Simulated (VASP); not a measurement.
Eu: single point with PBE

The system is Eu.

```
Eu
1.0
    -2.21711    2.21711    2.21711
     2.21711   -2.21711    2.21711
     2.21711    2.21711   -2.21711
Eu
1
Direct
  0.00000 0.00000 0.00000
```

```
Program             : VASP 6.6.1
Task                : single point
Functional          : PBE
Potentials or basis : VASP PAW PBE potentials, release 64 (Eu)
Cutoff              : 520 eV
k mesh              : 6 × 6 × 6
Occupations         : gaussian, width 0.05 eV
Spin                : collinear spin, typed start
Starting moments    : [7.88] μB
```

The pressure is -0.6 GPa. The band gap on the k mesh is none (metal or under the smearing width) and the net moment is 7.51 μB per cell. The site moments are Eu +6.73 μB and the valence electrons inside the program's atomic spheres are Eu 14.74.

Levels at points of the mesh, in eV from the Fermi level:
Spin up:
| k point | band 9 | band 10 | band 11 | band 12 | band 13 | band 14 | band 15 | band 16 |
| --- | --- | --- | --- | --- | --- | --- | --- | --- |
| (0.00, 0.00, 0.00) | -0.40 | -0.40 | -0.40 | -0.35 | 1.72 | 1.72 | 1.72 | 3.35 |
| (0.50, 0.00, 0.00) | -0.42 | -0.40 | -0.40 | -0.38 | 0.36 | 0.61 | 3.25 | 3.96 |
| (0.50, 0.50, 0.50) | -0.51 | -0.51 | -0.36 | -0.36 | -0.36 | 4.72 | 4.72 | 4.72 |
Spin down:
```csv
k point,band 1,band 2,band 3,band 4,band 5,band 6,band 7,band 8,band 9,band 10
"(0.00, 0.00, 0.00)",-38.55,-17.93,-17.93,-17.93,-3.51,2.76,2.76,2.76,3.98,3.98
"(0.50, 0.00, 0.00)",-38.51,-18.42,-18.09,-17.93,-0.86,1.33,1.55,3.92,4.21,4.28
"(0.50, 0.50, 0.50)",-38.48,-18.27,-18.27,-18.27,-0.19,-0.19,3.93,3.93,3.93,4.14
```

It took 29 s on 1 thread of Intel(R) Xeon(R) Platinum 8559C (Emerald Rapids), with other jobs on the host, peak memory 0.2 GiB.

Caveat: spin-orbit coupling is left out, which moves the levels of the heavy elements. The state reached can hang on the start; a lower one may exist.
